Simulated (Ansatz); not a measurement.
Crystal: BaTiO3.

```xyz
10
Lattice="0.0000 -2.8371 -2.8458 -3.9841 2.8371 -2.8458 3.9841 2.8371 -2.8458" Properties=species:S:1:pos:R:3 pbc="T T T"
Ba   -0.1095    2.8499   -2.9431
Ba   -3.8746   -0.0129   -5.5943
Ti    1.9707    0.0911   -2.7635
Ti    2.0134    2.7459   -5.6839
O     0.1049    0.1378   -2.9051
O    -0.1049    2.6992   -5.7222
O    -2.1383    1.8770   -4.3588
O     2.1383    1.0099   -4.2001
O     2.0061    1.3775   -1.5021
O     1.9780    1.4096   -7.0568
```

- Program: Ansatz 0.2.0
- Task: relaxation of cell and atoms
- Functional: PBEsol
- Potentials or basis: Ansatz PAW
- Cutoff: 420 eV (not typed: the program's choice for these potentials)
- k mesh: 7 × 5 × 5
- Occupations: fermi-dirac, width 0.05 eV
- Spin: no spin polarisation

At the start: volume 12.87 Å³/atom.

Q: How do energy, volume and symmetry change on relaxing?

A: It ends after 13 steps and the volume is 12.69 Å³/atom (-1.4 %); space group R3m (No. 160, to 0.05 Å).

The path:
```tsv
step	energy change (eV)	largest force (eV/Å)	volume (Å³)
1	0.0000	11.3004	128.67
2	-3.2124	4.7850	127.13
3	-4.2315	1.3802	126.12
4	-4.3479	0.0625	126.14
5	-4.3507	0.1881	126.80
6	-4.3513	0.1565	127.05
7	-4.3608	0.0098	126.87
8	-4.3611	0.0301	126.91
9	-4.3637	0.0107	127.02
10	-4.3638	0.0005	127.01
11	-4.3583	0.0004	127.01
12	-4.3587	0.0011	126.92
13	-4.3583	0.0011	126.92
```

Final structure:
```
Ba Ti O
1.0
    -0.00468   -2.82368   -2.81698
    -3.98366    2.81754   -2.81741
     3.99306    2.83072   -2.81745
Ba Ti O
2 2 6
Cartesian
  -0.0198 2.7892 -2.8215
  -4.0129 -0.0410 -5.6385
  1.9256 -0.0939 -2.8212
  1.9303 2.7303 -5.6386
  0.0477 0.0326 -2.8215
  0.0524 2.8567 -5.6390
  -1.9691 1.4590 -4.2481
  2.0193 1.4656 -4.2481
  2.0193 1.4652 -1.3955
  2.0194 1.4657 -7.0299
```

Caveat: the plane-wave basis is chosen anew once the cell has moved, so the energies of steps on either side of that aren't comparable; the pressure holds a Pulay correction of +0.6 GPa for the finite cutoff; the PAW data sets come from PBE, with cores solved anew for the run's functional, which leaves a small shift of forces and pressure.
